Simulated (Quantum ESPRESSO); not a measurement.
The system is WC (Qusongite).

```xyz
2
Lattice="2.9065 0.0000 0.0000 -1.4532 2.5171 0.0000 0.0000 0.0000 2.8366" Properties=species:S:1:pos:R:3 pbc="T T T"
W     0.0000    0.0000    0.0000
C     1.4533    0.8390    1.4183
```

```yaml
Program: Quantum ESPRESSO 7.5
Task: phonons
Functional: PBE
Potentials_or_basis: GBRV 1.5 PBE
Cutoff: 762 eV
Density_cutoff: 6095 eV
k_mesh: 7 × 7 × 6
Occupations: cold, width 0.2 eV
Spin: no spin polarisation
Target_pressure: 15 GPa
Mixing_beta: 0.5
Most_SCF_iterations: 120
SCF_threshold: 4e-10 Ry
```

The cell and the atoms were relaxed first at 15 GPa, to 10.18 Å³/atom (a = 2.888 Å, b = 2.888 Å, c = 2.819 Å, α = 90.00°, β = 90.00°, γ = 120.00°), and the response was taken there.

```
CELL_PARAMETERS angstrom
2.88841 0.00000 0.00000
-1.44420 2.50143 0.00000
0.00000 0.00000 2.81900
ATOMIC_POSITIONS crystal
W 0.00000 0.00000 0.00000
C 0.66667 0.33333 0.50000
```

Problem. What is the highest optical frequency at the zone centre?

Solution. 645 cm⁻¹, a mode of symmetry E' (IR and Raman).

Optical modes at Γ, degenerate ones joined:
| cm⁻¹ | components | symmetry | active in |
| --- | --- | --- | --- |
| 619 | 1 | A''2 | IR |
| 645 | 2 | E' | IR and Raman |

Caveat: the k mesh is coarse (spacing up to 0.37 Å⁻¹), so the values aren't converged; the mesh is thin for the phonons of a metal; the cell is more than 3 GPa from zero pressure, which shifts response properties.
